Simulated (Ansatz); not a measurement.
# BN (F-43m) in Ansatz: further runs

Aim: see how the results for BN move with the level of theory and the settings. Levels: B3LYP5+D3(BJ), B3LYP+D3(BJ)-ATM. Tasks: atomic charges, relaxation of cell and atoms.

Everything below comes from runs of Ansatz 0.2.0. Logs are shortened: lines on timing, memory, paths and dates and some standing lists are left out, and cuts for length are marked.

### Step 1. The structure

It takes space group F-43m (No. 216, cubic). Conventional cell: a = 3.626 Å, b = 3.626 Å, c = 3.626 Å, α = 90.00°, β = 90.00°, γ = 90.00°. N (site symmetry -43m) is surrounded by 4 B at 1.57 Å. B (site symmetry -43m) has 4 N at 1.57 Å as nearest neighbours.

The cell is a database's computed one.

### Step 2. Atomic charges, B3LYP5+D3(BJ), collinear spin, program default start

input.yaml reads:

```yaml
crystal:
  lattice:
    - [0.0, 1.813001, 1.813001]
    - [1.813001, 0.0, 1.813001]
    - [1.813001, 1.813001, 0.0]
  atoms:
    - { symbol: "N", position: [0.25, 0.25, 0.25] }
    - { symbol: B, position: [0.0, 0.0, 0.0] }
hamiltonian:
  xc: b3lyp5
  pseudopotentials: { kind: nc }
  dispersion: d3bj
magnetization:
  spin_polarized: true
kpoints:
  mp_grid: { grid: [7, 7, 7] }
scf:
  occupations: { method: cold, width: 0.1 }
  algorithm: density_mixing
  initial_density: { chi_scale: 0.0 }
output:
  forces: true
  stress: true
  eigenvalues: true
  bader: false
  populations: true
  write_density: true
  write_potential: true
  elf: true
  volumetric_format: npy
```

Potentials or basis: Ansatz NC.

The run is started by

```console
$ ansatz run input.yaml --threads 1 --pin off --max-ram 2560MiB --backend cpu --events-out ev --progress --plain --runs-dir out
```

Standard output:

```text
Warning: output.stress: scf.convergence.dr2_threshold = 1e-7 eV (the SCF's general default) is looser than the 2e-10 eV advised for a printed stress (1e-10 eV for each atom of the cell: 2). What an SCF threshold leaves in a stress goes as its square root, and in the free energy as the threshold itself, and one threshold admits the most on a small cell: of the crystals measured, under no hybrid functional and no lock of the moments, on runs that ended without the residual-converged pass, on stresses that held no estimate of that error, the worst erred by over 100 MPa in a component at 1e-7 eV an atom and by under 5 at 1e-10. Set scf.convergence.dr2_threshold to 2e-10 eV or tighter. The threshold is an SCF's pass mark: one that does not reach it within its budget of iterations ends unconverged, or closes short of it on a stop that the run arms, and scf.convergence.dr2_threshold's page says what that costs each kind of run
Warning: output.stress: scf.exx.energy_threshold = 1e-6 eV is looser than the 2e-8 eV advised for a stress under a hybrid functional (1e-8 eV for each atom of the cell: 2). Every SCF of the exchange loop can meet its threshold on dr2 while the loop round them stops early: no threshold on dr2 bounds what that leaves in the stress. Set scf.exx.energy_threshold to 2e-8 eV or tighter. The threshold is the loop's pass mark: a loop that does not reach it within its budget of cycles ends unconverged, and scf.exx.energy_threshold's page has the law
Warning: RAYON_NUM_THREADS=1 ignored (pool sized by the plan → 1); use --threads N
Engine: ansatz 0.2.0, aarch64-unknown-linux-gnu
Pseudopotentials: kind: nc
Pseudopotential: N, nc, valence charge 5, recommended cutoff 1240 eV (normal), N.nc.azcp
Pseudopotential: B, nc, valence charge 3, recommended cutoff 1116 eV (normal), B.nc.azcp
Functional definition: B3LYP5
  parameter a0 = 0.2
  parameter ax = 0.72
  parameter ac = 0.81
  exchange = (1 - a0 - ax)*slater_x + ax*b88_x + a0*exact_x
  correlation = (1 - ac)*vwn5_c + ac*lyp_c
Crystal: 2 atoms, lattice volume = 11.919 Å³
Basis set: ecut = 1240 eV, 1243 PW (Γ), exchange–correlation on 60×60×60 points (8 copies of the dense FFT grid, shifted against one another)
Bands: 8, of which v1, the nominal top of the filled ones, is band 4 counted from 1 (3 counted from 0)
Symmetry: 24 space group operations
Space group: F-43m (ITA 216), of the structure as read, at distance tolerance 2.3e-5 Å
k-points: 20 of 343 (time reversal used)
Non-local potential: N, projectors of the file, l = 0: 2, l = 1: 2
Non-local potential: B, projectors of the file, l = 0: 2, l = 1: 2
Initial density: superposition of atomic densities (chi_scale 0, normalization cell)
Initial wavefunctions: pseudopotential atomic-orbital guess
Functional: x = 0.1 slater + 0.9 b88, c = 0.19 vwn5 + 0.81 lyp, warm-up for x = 0.08 slater + 0.72 b88 + 0.2 exact, c = 0.19 vwn5 + 0.81 lyp
iter 1 solved again at ethr=4.47e-2 eV; its pass at ethr=1.00e-1 eV (dr2=3.57e0 eV) is discarded
SCF iter   1: F=—  HF=-379.070878 eV  |F-HF|=—  |Δ(HF+E_count)|=         —  Δρ=9.57e-2 (↑9.57e-2 ↓9.57e-2)  dr2=3.57e0  dr2_m=0.00e0  M=0.000 μB ∫|m|=0.000 μB  β_m=0.30  ethr=4.47e-2  ⟨swp⟩=2.0  Hψ=854  notcnv=0
preconditioner: auto → none  [insulator: Δε(μ)=6.719 eV  Ē_g=20.448 eV  σ=0.100 eV  W_gap=1.00  n_scr=0 (ndim 8)  ℏωp=30.4 eV  f_vac=0.000  D(μ)=0.00/eV (n_scr^D=0)]
SCF iter   2: F=—  HF=-378.117505 eV  |F-HF|=—  |Δ(HF+E_count)|=   9.53e-1  S|Δr|=    0.00e0  Δρ=4.04e-2 (↑4.04e-2 ↓4.04e-2)  dr2=5.82e-1  dr2_m=0.00e0  M=0.000 μB ∫|m|=0.000 μB  β_m=0.38  ethr=4.46e-2  ⟨swp⟩=2.0  Hψ=320  notcnv=0
SCF iter   3: F=—  HF=-377.986914 eV  |F-HF|=—  |Δ(HF+E_count)|=   1.31e-1  S|Δr|=    0.00e0  Δρ=1.76e-2 (↑1.76e-2 ↓1.76e-2)  dr2=8.11e-2  dr2_m=0.00e0  M=0.000 μB ∫|m|=0.000 μB  β_m=0.58  ethr=7.28e-3  ⟨swp⟩=2.9  Hψ=350  notcnv=0
iter 4 solved again at ethr=1.82e-5 eV; its pass at ethr=1.01e-3 eV (dr2=1.46e-3 eV) is discarded
[... 22 lines left out ...]
SCF iter   4: F=-371.875826 eV  HF=-371.875826 eV  |F-HF|=4.95e-9  |Δ(HF+E_count)|=   1.32e-8  S|Δr|=    0.00e0  Δρ=4.41e-6 (↑4.41e-6 ↓4.41e-6)  dr2=6.45e-9  dr2_m=0.00e0  M=0.000 μB ∫|m|=0.000 μB  ethr=4.45e-10  ⟨swp⟩=2.0  Hψ=242  notcnv=0
SCF 3 converged in 4 iterations: F = -371.875826 eV  dr2 = 6.45e-9
  Residual-converged pass: ⟨swp⟩=3.0  Hψ=309  notcnv=0  max |occ|·‖R‖ = 2.4e-6 eV (tolerance 2.4e-6 eV)  dr2=6.22e-9  dr2_m=0.00e0  max |Δocc| = 0.0e0
hybrid outer 2: dexx = +3.372e-8 eV, tail = 1.31e-8 eV, Δε = 8.06e-4 eV (about 6.34e-5 eV left of the loop's levels)
this state was not tested for a lower state beside it, because the functional holds exact exchange (a hybrid, or Hartree-Fock), whose exchange loop this test does not read (fock_operator); the stability check (scf.self_checks: high) cannot read this state: the k-points are not Γ alone: the check does not yet read a k-point mesh
hybrid SCF converged: 2 outer / 10 inner (+4 warm-up), last move |dexx| = 3.37e-8 eV, tail = 1.31e-8 eV
Magnetization: 0.0000 μB (4.0000 up, 4.0000 down)
Absolute magnetization: 0.0000 μB (∫|ρ↑−ρ↓|)
Spin contamination: 0.0000 ħ² per cell (⟨S²⟩ above its minimum at these occupations)
Per-site moments (μB) at R_I (Å): [(0.0, 0.6476682807732188), (0.0, 0.6476682807732188)]
Free energy (F): -371.875826 eV
Frozen-core exchange: scaled_semilocal
Harris-Foulkes:  -371.875826 eV  (|F-HF|=4.95e-9)
Internal energy: -371.875826 eV  (E = F + TS)
E sigma→0 (E₀):  -371.875826 eV
Fermi energy:    13.823034 eV
Step filling:    the computed levels leave a gap of 6.6685 eV = 66.7 smearing widths at the electron count; against every level under it full and every level over it empty, smearing changes F+E_penalty+E_count by +0.00e0 meV and its σ→0 estimate by +0.00e0 meV
--- Per-component energies (eV) ---
  E_band       = 16.203331
  E_kinetic    = 261.782773
  E_local      = -185.104685  (includes V_loc(G=0)·N_el)
  E_nonlocal   = -14.118617
  E_hartree    = 50.272881
  E_xc         = -108.245896
  E_vxc        = -109.920952  (∫ρ·V_xc dr)
  E_exx        = -18.490034  (= α·E_x^exact, valence–valence)
  E_ewald      = -357.297240
  E_disp       = -0.675007  (pairwise vdW)
  E_smearing   = -0.000000  (= −TS)
  E_closure    = -0.000000  (closes the sum)
  Σ components = -371.875826   (vs F -371.875826, Δ=5.68e-14)
--- Forces (eV/Å), atoms counted from 1 ---
  atom   1  N     -0.00000000     0.00000000     0.00000000
  atom   2  B      0.00000000    -0.00000000    -0.00000000
  max |Σ_I F_I| component: 5.46e-16 eV/Å
--- Stress (GPa, compression-positive) ---
       -3.922672      -0.000000      -0.000000
        0.000000      -3.922672       0.000000
       -0.000000       0.000000      -3.922672
  P = ⅓ Tr σ = -3.9227 GPa (-39.227 kbar)
--- Band table (eV; the first three rows and the last of 40) ---
  k-point 0 ↑: bands = ["-11.2038", "10.4181", "10.4181", "10.4181", "21.3293", "21.3293", "21.3293", "22.8856"]
  k-point 1 ↑: bands = ["-10.6872", "7.9501", "9.9199", "9.9199", "21.7419", "22.0818", "22.0818", "24.4799"]
  k-point 2 ↑: bands = ["-9.2137", "3.5088", "9.0234", "9.0234", "22.2260", "23.1145", "23.1145", "26.8867"]
  k-point 19 ↓: bands = ["-5.3054", "1.9991", "2.6090", "5.1092", "21.3644", "25.8437", "27.4088", "28.6981"]
--- Löwdin populations: 2 sites ---
  site symbol       q [e]    m [muB]
     0      N      5.3652     0.0000
     1      B      2.6045     0.0000
  spilling = 0.003791 (of n_electrons = 8.000000)
```

populations.tsv:

```text
# site	symbol	l	j	q_up	q_dn
# orbitals = lowdin
# n_electrons = 8.000000
# spilling = 0.003791
0	N	0_2S	-	0.601907	0.601907
0	N	1_2P	-	2.080673	2.080673
1	B	0_2S	-	0.318406	0.318406
1	B	1_2P	-	0.983850	0.983850
```

rho_z.tsv:

```text
# z_ang	rho[e/angstrom^3]	rho_spin[e/angstrom^3]
# format = ansatz-planar-average/11
# lattice	0.000000000	1.813001000	1.813001000
# lattice	1.813001000	0.000000000	1.813001000
# lattice	1.813001000	1.813001000	0.000000000
# sites	2
# site	7	0.906500500	0.906500500	0.906500500
# site	5	0.000000000	0.000000000	0.000000000
0.000000	7.169100e-1	0.000000e0
0.085466	8.208714e-1	0.000000e0
0.170931	9.284898e-1	0.000000e0
0.256397	1.027861e0	0.000000e0
0.341863	1.102881e0	0.000000e0
0.427328	1.139187e0	0.000000e0
[... 22 lines left out ...]
2.393039	5.429851e-1	0.000000e0
2.478505	6.233778e-1	0.000000e0
```

Run time: 46 s. Hardware: 1 thread of Arm Neoverse V1, shared host; peak memory 0.66 GiB.

Results:

| Quantity | Value |
| --- | --- |
| Free energy | -371.8758 eV |
| Pressure | -3.9 GPa |
| Band gap on the k mesh | 6.67 eV, indirect (least direct gap 10.91 eV) |
| Net moment | 0.00 μB per cell |
| Absolute moment | 0.00 μB per cell |

Caveat: the k mesh is coarse (spacing up to 0.43 Å⁻¹), so the values aren't converged, least of all with exact exchange; the potentials were made for another functional, which shifts forces and pressure; odd divisions of the mesh miss points on the zone boundary, where band edges often lie, so the gap on the mesh can be too wide; the thresholds are loose for stress. A k mesh can miss the band edges.

### Step 3. Relaxation of cell and atoms, B3LYP+D3(BJ)-ATM

input.yaml reads:

```yaml
crystal:
  lattice:
    - [0.0, 1.813001, 1.813001]
    - [1.813001, 0.0, 1.813001]
    - [1.813001, 1.813001, 0.0]
  atoms:
    - { symbol: "N", position: [0.25, 0.25, 0.25] }
    - { symbol: B, position: [0.0, 0.0, 0.0] }
hamiltonian:
  xc: b3lyp
  pseudopotentials: { kind: paw }
  dispersion: d3bjatm
kpoints:
  mp_grid: { grid: [8, 8, 8] }
scf:
  occupations: { method: fixed }
output:
  forces: true
  stress: true
relax:
  f_tol: 0.01
  max_steps: 40
  cell: { stress_tol: 0.05 }
```

Potentials or basis: Ansatz PAW.

The run is started by

```console
$ ansatz run input.yaml --threads 1 --pin off --max-ram 2560MiB --backend cpu --events-out ev --progress --plain --runs-dir out
```

Standard output:

```text
Warning: RAYON_NUM_THREADS=1 ignored (pool sized by the plan → 1); use --threads N
[... 1 set-up line as earlier in the session ...]
Pseudopotentials: kind: paw
Pseudopotential: N, paw, valence charge 5, recommended cutoff 420 eV (normal), N.paw.azcp
Pseudopotential: B, paw, valence charge 3, recommended cutoff 420 eV (normal), B.paw.azcp
Functional definition: B3LYP
[... 4 set-up lines as earlier in the session ...]
  correlation = (1 - ac)*vwn_rpa_c + ac*lyp_c
davidson cushion auto → on  (no smearing: the cushion is to keep the highest requested band from converging to the state above it; pin scf.eigensolver.cushion to override)
Crystal: 2 atoms, lattice volume = 11.919 Å³
Basis set: ecut = 420 eV, 259 PW (Γ), exchange–correlation on 36×36×36 points (8 copies of the dense FFT grid, shifted against one another)
Bands: 8, of which v1, the nominal top of the filled ones, is band 4 counted from 1 (3 counted from 0)
[... 2 set-up lines as earlier in the session ...]
k-points: 29 of 512 (time reversal used)
Non-local potential: N, projectors of the file, l = 0: 2, l = 1: 2, l = 2: 1
Non-local potential: B, projectors of the file, l = 0: 2, l = 1: 2, l = 2: 1
PAW form: soft (Blöchl's): semilocal exchange-correlation on the pseudo side does not see the compensation charge
PAW frozen core: N, regenerated for the run's functional, and the local potential with it (the file was generated under x = pbe(κ = 0.804, μ = 0.2195149727645171), c = pbe(β = 0.06672455060314922))
PAW frozen core: B, regenerated for the run's functional, and the local potential with it (the file was generated under x = pbe(κ = 0.804, μ = 0.2195149727645171), c = pbe(β = 0.06672455060314922))
PAW one-centre angular grid: N, 110 points (default); XC on 64 Gauss nodes
PAW one-centre angular grid: B, 110 points (default); XC on 64 Gauss nodes
Initial density: superposition of atomic densities (neutral atoms: chi_scale 0, normalization atom), corrected by the library's trained network
[... 1 set-up line as earlier in the session ...]
Functional: x = 0.1 slater + 0.9 b88, c = 0.19 vwn_rpa + 0.81 lyp, warm-up for x = 0.08 slater + 0.72 b88 + 0.2 exact, c = 0.19 vwn_rpa + 0.81 lyp
SCF iter   1: F=—  HF=-545.036555 eV  |F-HF|=—  |Δ(HF+E_count)|=         —  Δρ=2.21e-2  dr2=4.34e-2  ethr=1.77e-3  ⟨swp⟩=4.9  Hψ=1103  notcnv=0
preconditioner: auto → none  [insulator: Δε(μ)=5.020 eV  Ē_g=19.963 eV  n_scr=0 (ndim 8)  ℏωp=30.4 eV  f_vac=0.000]
iter 2 solved again at ethr=4.88e-5 eV; its pass at ethr=5.42e-4 eV (dr2=3.90e-3 eV) is discarded
SCF iter   2: F=—  HF=-545.023153 eV  |F-HF|=—  |Δ(HF+E_count)|=   1.34e-2  Δρ=6.56e-3  dr2=3.95e-3  ethr=4.88e-5  ⟨swp⟩=2.0  Hψ=1193  notcnv=0
SCF iter   3: F=-545.021823 eV  HF=-545.021946 eV  |F-HF|=1.23e-4  |Δ(HF+E_count)|=   1.21e-3  Δρ=1.97e-3  dr2=3.16e-4  ethr=4.88e-5  ⟨swp⟩=2.0  Hψ=580  notcnv=0
SCF 1 stopped early in 3 iterations: F = -545.021823 eV  dr2 = 3.16e-4
[... 170 lines left out ...]
hybrid SCF converged: 2 outer / 4 inner (+0 warm-up), last move |dexx| = 1.14e-14 eV, tail = 6.81e-14 eV
Stability not checked: this state was not tested for a lower state beside it, because the functional holds exact exchange (a hybrid, or Hartree-Fock), whose exchange loop this test does not read (fock_operator; see scf.lower_state_search)
Free energy (F): -545.492883 eV
Frozen-core exchange: fock
Harris-Foulkes:  -545.492883 eV  (|F-HF|=0.00e0)
Internal energy: -545.492883 eV  (E = F + TS)
E sigma→0 (E₀):  -545.492883 eV
Fermi energy:    10.611353 eV
--- Per-component energies (eV) ---
  E_band       = 17.221928
  E_kinetic    = 188.006644
  E_local      = -176.135636  (includes V_loc(G=0)·N_el)
  E_nonlocal   = 57.433352
  E_hartree    = 49.937461
  E_xc         = -76.463403
  E_vxc        = -94.540545  (∫ρ·V_xc dr)
  E_exx        = -18.452695  (= α·E_x^exact, valence–valence)
  E_paw        = -208.396370  (= ΣΔE_a)
  E_vpaw       = -20.511523  (= ΣTr[D̂ρ^β])
  E_aug_tail   = 0.000103  (compensation charges beyond the density's cutoff)
  E_ewald      = -360.750251
  E_disp       = -0.656745  (pairwise vdW)
  E_core_change = -0.015343  (= ΣΔE_core)
  E_smearing   = -0.000000  (= −TS)
  E_closure    = 0.000000  (closes the sum)
  Σ components = -545.492883   (vs F -545.492883, Δ=0.00e0)
--- Forces (eV/Å), atoms counted from 1 ---
  atom   1  N     -0.00000000    -0.00000000    -0.00000000
  atom   2  B      0.00000000    -0.00000000    -0.00000000
  max |Σ_I F_I| component: 1.89e-16 eV/Å
--- Stress (GPa, compression-positive) ---
       -0.004363      -0.000000       0.000000
       -0.000000      -0.004363       0.000000
        0.000000       0.000000      -0.004363
  P = ⅓ Tr σ = -0.0044 GPa (-0.044 kbar)
--- Band table (eV; the first three rows and the last of 29) ---
  k-point 0: bands = ["-11.1564", "10.6114", "10.6114", "10.6114", "21.6481", "21.6481"]
  k-point 1: bands = ["-10.7513", "8.6358", "10.2081", "10.2081", "22.1059", "22.2613"]
  k-point 2: bands = ["-9.5760", "4.7709", "9.4019", "9.4019", "22.6682", "23.2854"]
  k-point 28: bands = ["-4.8730", "2.4374", "3.1689", "3.7268", "22.5455", "26.5839"]
  guard bands above this table: 2 of the run's 8 bands. The solve was not asked for them (output.publish_guard_bands: true or output.eigenvalues: true publishes all)
--- Relaxed structure (5 steps of the walk, 5 accepted, 2 SCFs on fresh bases) ---
  F+E_penalty+E_count = -545.49288268 eV   max|allowed force component| = 9.078e-17 eV/Å   (the final SCF, on the basis selected at the relaxed cell)
  cell:  # Å, volume = 11.5796 Å³
    - [6.349258259471188e-34, 1.795647408988273, 1.795647408988273]
    - [1.795647408988273, 2.294108647838954e-33, 1.795647408988273]
    - [1.795647408988273, 1.795647408988273, 1.71013101338829e-33]
  atoms:
    - { symbol: N, position: [0.25, 0.25, 0.25] }
    - { symbol: B, position: [-2.511869462656475e-34, 1.84793920820983e-34, 3.2864547595108946e-34] }
```

Wall time 81 s (1 thread of Arm Neoverse V1, shared host); peak memory 0.67 GiB.

What came out:

```
Free energy                            : -545.4929 eV
Relaxed volume                         : 5.79 Å³/atom
Relaxed cell                           : a = 2.539 Å, b = 2.539 Å, c = 2.539 Å, α = 60.00°, β = 60.00°, γ = 60.00°
Space group after relaxing (to 0.05 Å) : F-43m (No. 216)
Energy gained by relaxing              : 5.8 meV/atom
Ionic steps                            : 7
Pressure after relaxing                : 0.0 GPa
Band gap on the k mesh                 : 6.58 eV, indirect (least direct gap 11.04 eV)
```

Step by step:
| step | energy change (eV) | largest force (eV/Å) | volume (Å³) |
| --- | --- | --- | --- |
| 1 | 0.0000 | 0.0000 | 11.92 |
| 2 | -0.0110 | 0.0000 | 11.72 |
| 3 | -0.0137 | 0.0000 | 11.58 |
| 4 | -0.0137 | 0.0000 | 11.59 |
| 5 | -0.0115 | 0.0000 | 11.59 |
| 6 | -0.0116 | 0.0000 | 11.58 |
| 7 | -0.0116 | 0.0000 | 11.58 |

Final structure:
```
N B
1.0
     0.00000    1.79565    1.79565
     1.79565    0.00000    1.79565
     1.79565    1.79565    0.00000
N B
1 1
Direct
  0.25000 0.25000 0.25000
  0.00000 0.00000 0.00000
```

Caveat: the plane-wave basis is chosen anew once the cell has moved, so the energies of steps on either side of that aren't comparable; the pressure holds a Pulay correction of +1.1 GPa for the finite cutoff; the PAW data sets come from PBE, with cores solved anew for the run's functional, which leaves a small shift of forces and pressure. A k mesh can miss the band edges.
